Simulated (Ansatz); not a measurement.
SiC (P6_3mc) from a database structure (r2SCAN geometry), in Ansatz:

```xyz
4
Lattice="3.0754 0.0000 0.0000 -1.5377 2.6633 0.0000 0.0000 0.0000 5.0481" Properties=species:S:1:pos:R:3 pbc="T T T"
Si    0.0000    1.7756    2.5220
Si    1.5377    0.8878    5.0460
C     0.0000    1.7756    4.4192
C     1.5377    0.8878    1.8951
```

G0W0@PBE with 306 empty bands, a screening cutoff of 220 eV and a 6×6×4 mesh (PAW, contour deformation) gives 3.174 eV over the mesh points, from a PBE gap of 2.274 eV; it sums over 314 bands with 313 plane waves in the screening and a wave cutoff of 420 eV. G0W0 values are finite-basis, finite-mesh values. Calculated for a static, non-magnetic cell.

Question: Estimate the gap with empty bands 123, screening cutoff 120 eV.

Answer: 2.988 eV (-0.186 eV), from a Kohn-Sham gap of 2.274 eV.

Question: Estimate the gap with mesh 12×12×6, empty bands 67, screening cutoff 80 eV.

Answer: 2.825 eV (-0.349 eV), from a Kohn-Sham gap of 2.277 eV.
